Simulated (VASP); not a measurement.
A run of VASP 6.6.1 is set up as follows.

Contents of INCAR:

```
SYSTEM = Re
  PREC = Accurate
  ENCUT = 600
  EDIFF = 1E-6
  ISMEAR = 1
  SIGMA = 0.1
  LREAL = .False.
  LASPH = .True.
  NELM = 120
  ALGO = Normal
  ISIF = 3
  LWAVE = .False.
  LCHARG = .False.
  GGA = PS
  IBRION = 2
  NSW = 40
  EDIFFG = -0.005
```

File KPOINTS:

```
regular mesh
0
Gamma
  18 18 10
  0 0 0
```

File POSCAR:

```
Re
1.0
    2.7600000000      0.0000000000      0.0000000000
   -1.3800000000      2.3902301100      0.0000000000
    0.0000000000      0.0000000000      4.4500000000
Re
2
Direct
    0.3333333300      0.6666666700      0.2500000000
    0.6666666700      0.3333333300      0.7500000000
```

Potentials or basis: VASP PAW PBE potentials, release 64 (Re).

Command:

```sh
$ cat potpaw_PBE.64/Re/POTCAR > POTCAR
$ mpirun -np 1 vasp_std > vasp.out
```

(1) Predict the band gap on the k mesh.

(2) Estimate the space group after relaxing (to 0.05 Å).

(3) Predict the relaxed cell.

## Answers

(1) none (metal or under the smearing width).

(2) P6_3/mmc (No. 194).

(3) a = 2.750 Å, b = 2.750 Å, c = 4.444 Å, α = 90.00°, β = 90.00°, γ = 120.00°.
